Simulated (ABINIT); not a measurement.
AgBr:

```
Ag Br
1.0
     0.00000    2.87015    2.87015
     2.87015    0.00000    2.87015
     2.87015    2.87015    0.00000
Ag Br
1 1
Direct
  0.00000 0.00000 0.00000
  0.50000 0.50000 0.50000
```

Base run:

```yaml
Program: ABINIT 10.8.3 (patched build)
Functional: RPBE
Potentials_or_basis: JTH PAW PBE v2.0
Cutoff: 463 eV
k_mesh: 8 × 8 × 8
Occupations: fermi-dirac, width 0.05 eV
Spin: no spin polarisation
```

Its results: band gap on the k mesh 0.83 eV, indirect (least direct gap 2.77 eV); pressure 5.2 GPa.

Q: After a change of settings the same cell gave: band gap on the k mesh 0.63 eV, indirect (least direct gap 2.43 eV); pressure 6.1 GPa. Which change was it?
A. functional from RPBE to WC
B. functional from RPBE to WC; spin from no spin polarisation to spin-orbit coupling, no magnetisation
C. functional from RPBE to BLYP; spin from no spin polarisation to spin-orbit coupling, no magnetisation
D. functional from RPBE to BP86

A: C.

Caveats: the PAW data sets were made with another functional, which shifts forces and pressure a little.
